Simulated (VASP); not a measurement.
Here is a VASP 6.6.1 calculation.

File INCAR:

```
ALGO = Normal ; EDIFF = 1E-7
EDIFFG = -0.01 ; ENCUT = 600
GGA = PE ; IBRION = 2
ISIF = 3 ; ISMEAR = 0
IVDW = 12 ; LASPH = True
LCHARG = False ; LREAL = False
LWAVE = False ; NELM = 100
NSW = 100 ; PREC = Accurate
SIGMA = 0.02
```

KPOINTS

```
k-points
0
Gamma
  6 6 6
```

POSCAR

```
KCl
1.0
    0.0000000000      3.1418712100      3.1418712100
    3.1418712100      0.0000000000      3.1418712100
    3.1418712100      3.1418712100      0.0000000000
K Cl
1 1
Direct
    0.0000000000      0.0000000000      0.0000000000
    0.5000000000      0.5000000000      0.5000000000
```

Potentials or basis: VASP PAW PBE potentials, release 64 (K_sv, Cl).

Launch:

```console
$ cat potpaw_PBE.64/K_sv/POTCAR potpaw_PBE.64/Cl/POTCAR > POTCAR
$ mpirun -np 1 vasp_std > vasp.out
```

Task: Estimate the dispersion energy per atom.

Result: -0.195 eV.

Task: Predict the relaxed cell.

Result: a = 4.439 Å, b = 4.439 Å, c = 4.439 Å, α = 60.00°, β = 60.00°, γ = 60.00°.

Final structure:
```xyz
2
Lattice="0.0000 3.1388 3.1388 3.1388 0.0000 3.1388 3.1388 3.1388 0.0000" Properties=species:S:1:pos:R:3 pbc="T T T"
K     0.0000    3.1388    3.1388
Cl    3.1388    3.1388    3.1388
```
